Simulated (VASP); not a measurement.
Wanted: an ASE script for a VASP 6.6.1 run.

```
Task                   : relaxation of the atoms
Functional             : r2SCAN
Potentials or basis    : VASP PAW PBE potentials, release 64 (Hf_pv)
Cutoff                 : 520 eV
k mesh                 : 7 × 7 × 7
Occupations            : methfessel-paxton, width 0.1 eV
Spin                   : no spin polarisation
Optimiser              : BFGS
Further INCAR settings : ALGO = Normal; EDIFF = 1.00e-06
```

The structure of Hf lies in POSCAR:

```
Hf
1.0
   -1.8353540000      1.7611320000      1.8482070000
    1.7775750000     -1.7330250000      1.7623220000
    1.8930700000      1.7907410000     -1.8201010000
Hf
1
Direct
    0.0029730000     -0.0062910000      0.0323650000
```

This isn't the form of Hf at room conditions, which is hcp.

The cell isn't the ideal one: cell strained at random at fixed volume.

These files were run (other wordings do the same):

run.py

```python
from ase.calculators.vasp import Vasp
from ase.io import read
from ase.optimize import BFGS

atoms = read('POSCAR')
calc = Vasp(
    directory='calc',
    xc='r2scan',
    pp='PBE',
    setups='recommended',
    prec='Accurate',
    encut=520,
    ediff=1e-06,
    ismear=1,
    sigma=0.1,
    lreal=False,
    lasph=True,
    nelm=80,
    algo='Normal',
    isif=2,
    lwave=True,
    lcharg=False,
    lmixtau=True,
    kpts=[7, 7, 7],
    gamma=True,
)
atoms.calc = calc
opt = BFGS(atoms, trajectory='relax.traj')
converged = opt.run(fmax=0.005, steps=40)
print('converged:', converged)

print('energy (eV):', atoms.get_potential_energy())
print('free energy (eV):', atoms.get_potential_energy(force_consistent=True))
print('forces (eV/A):')
print(atoms.get_forces())
print('stress (eV/A^3, Voigt):', atoms.get_stress())
print('Fermi level (eV):', calc.get_fermi_level())
print('cell (A, degrees):', atoms.cell.cellpar())
print('volume (A^3):', atoms.get_volume())
print('scaled positions:')
print(atoms.get_scaled_positions())
```

Potentials or basis: VASP PAW PBE potentials, release 64 (Hf_pv).

Run with:

```bash
$ python run.py
```

Results of the run:

* Pressure after relaxing: -5.2 GPa
* Band gap on the k mesh: none (metal or under the smearing width)

Caveat: the relaxation stopped at its first step, so nothing moved; the PAW data sets were made with another functional, which shifts forces and pressure a little.

It took 3.4 min on 1 thread of AMD EPYC 7R43 64-Core Processor (Zen 3) (shared host), peak memory 0.13 GiB.
